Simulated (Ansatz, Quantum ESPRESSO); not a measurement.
# AlN [001], rock salt: uniaxial strain and lateral response

The c axis is held at a set length while the cell relaxes sideways. How do the lateral strain and the stress follow? The strained cell has c along the load; unstrained it is a = 2.8594 Å, b = 2.8594 Å, c = 4.0439 Å, α = 90.00°, β = 90.00°, γ = 90.00°, with 4 atoms. The symmetry of the cell is held, so distortions that would lower it, which this phase may prefer, aren't tested.

Calculated with Quantum ESPRESSO 7.5, PBEsol, PseudoDojo 0.4.1 norm-conserving potentials, cutoff 1170 eV, Fermi–Dirac smearing 0.02 eV, k-mesh 10×10×7, no spin polarisation, no spin-orbit coupling.

Relaxed positions at 0 %:

```
atom       x       y       z
  Al  0.0000  0.0000  0.0000
  Al  0.5000  0.5000  0.5000
   N  0.0000  0.0000  0.5000
   N  0.5000  0.5000  0.0000
```

| ε_c (%) | a (Å) | c (Å) | ε_a (%) | σ (GPa, tension positive) |
| --- | --- | --- | --- | --- |
| −3 | 2.8836 | 3.9226 | 0.847 | −13.44 |
| −2 | 2.8752 | 3.9630 | 0.552 | −8.46 |
| 0 | 2.8594 | 4.0439 | 0.000 | 0.01 |
| 1 | 2.8521 | 4.0843 | −0.257 | 3.56 |
| 2 | 2.8451 | 4.1247 | −0.500 | 6.73 |
| 3 | 2.8386 | 4.1652 | −0.729 | 9.54 |

**Question.** Fit both responses and give the free strain and the stress at −1 %, a row left out above.

Least squares with y = y0 + y1 ε + y2 ε² (ε in %) gives ε_a = 0.000 + (−0.2628) ε + (0.0066) ε² and σ = −0.01 + (3.819) ε + (−0.215) ε² GPa. The linear terms put the ratio of free to applied strain at −0.263 and the Young modulus at 382 GPa.

At −1 % the free strain comes out as 0.269 %. The run itself gives 0.268 %, so the estimate misses by 0.001 %, a rounding's worth.

The stress comes out as −4.04 GPa. The run itself gives −3.99 GPa, so the estimate misses by 0.05 GPa; the fitted rows themselves lie up to 0.05 GPa off the law.

Along a cube axis ν = C12/(C11 + C12) and Y = (C11 − C12)(C11 + 2C12)/(C11 + C12), so C11 = Y(1 − ν)/[(1 + ν)(1 − 2ν)] = 470 GPa and C12 = 168 GPa.

The negative ε² term means that the crystal stiffens in compression and softens in tension.

The same fit over all rows at other levels or in other programs gives the strain ratio = −0.271 with PBEsol (Quantum ESPRESSO, GBRV) and −0.271 with PBEsol (Ansatz).

[Logs are printed without paths, hosts, clocks, repeated set-up lines and the standing remarks that a program may print on its own settings, such as how far it seeks lower states.]
